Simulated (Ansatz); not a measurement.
The system is NbAs.

```
Nb As
1.0
    -1.72585    1.72585    5.84000
     1.72585   -1.72585    5.84000
     1.72585    1.72585   -5.84000
Nb As
2 2
Cartesian
  0.0000 1.7259 0.0000
  0.0000 0.0000 8.7600
  0.0000 1.7259 4.8589
  0.0000 0.0000 1.9389
```

```yaml
Program: Ansatz 0.2.0
Task: relaxation of cell and atoms
Functional: LDA
Potentials_or_basis: Ansatz PAW
Cutoff: "420 eV (not typed: the program's choice for these potentials)"
k_mesh: 11 × 11 × 11
Occupations: fermi-dirac, width 0.05 eV
Spin: no spin polarisation
```

At the start: volume 17.39 Å³/atom.

**Question.** Where does the relaxation end?

**Answer.** It ends after 4 steps and the volume is 16.84 Å³/atom (-3.2 %); space group I4_1md (No. 109, to 0.05 Å).

The path:
```tsv
step	energy change (eV)	largest force (eV/Å)	volume (Å³)
1	0.0000	0.2750	69.58
2	-0.0474	0.0338	67.45
3	-0.0476	0.0018	67.35
4	-0.0473	0.0018	67.35
```

Final structure:
```
Nb As
1.0
    -1.70898    1.70898    5.76503
     1.70898   -1.70898    5.76503
     1.70898    1.70898   -5.76503
Nb As
2 2
Direct
  0.49874 0.99874 0.50000
  0.74874 0.74874 0.00000
  0.91726 0.41726 0.50000
  0.16726 0.16726 0.00000
```

Caveat: the plane-wave basis is chosen anew once the cell has moved, so the energies of steps on either side of that aren't comparable; the PAW data sets come from PBE, with cores solved anew for the run's functional, which leaves a small shift of forces and pressure.
